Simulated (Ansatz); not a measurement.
RuS2 (Laurite):

```xyz
12
Lattice="5.6106 0.0000 0.0000 0.0000 5.6106 0.0000 0.0000 0.0000 5.6106" Properties=species:S:1:pos:R:3 pbc="T T T"
Ru    0.0000    2.8053    2.8053
Ru    2.8053    2.8053    0.0000
Ru    2.8053    0.0000    2.8053
Ru    0.0000    0.0000    0.0000
S     2.1787    0.6266    4.9840
S     0.6266    4.9840    2.1787
S     4.9840    2.1787    0.6266
S     3.4319    3.4319    3.4319
S     3.4319    4.9840    0.6266
S     4.9840    0.6266    3.4319
S     0.6266    3.4319    4.9840
S     2.1787    2.1787    2.1787
```

Base run:

| Quantity | Value |
| --- | --- |
| Program | Ansatz 0.2.0 |
| Functional | r2SCAN |
| Potentials or basis | Ansatz PAW |
| Cutoff | 500 eV (not typed: the program's choice for these potentials) |
| k mesh | 5 × 5 × 5 |
| Occupations | fermi-dirac, width 0.05 eV |
| Spin | no spin polarisation |

Its results: band gap on the k mesh 0.94 eV, indirect (least direct gap 1.19 eV); pressure 2.1 GPa; largest force 0.069 eV/Å.

Task: The run is repeated on the same cell with these changes: functional from r2SCAN to LDA; cutoff from 500 eV (not typed: the program's choice for these potentials) to 420 eV (not typed: the program's choice for these potentials). What comes out?

Result: Band gap on the k mesh 0.70 eV, indirect (least direct gap 0.92 eV); pressure -6.3 GPa; largest force 0.362 eV/Å.

r2SCAN gives the wider gap, since meta-GGAs in the generalised Kohn-Sham scheme recover part of the derivative discontinuity.

Caveats: the PAW data sets come from PBE, with cores solved anew for the run's functional, which leaves a small shift of forces and pressure.
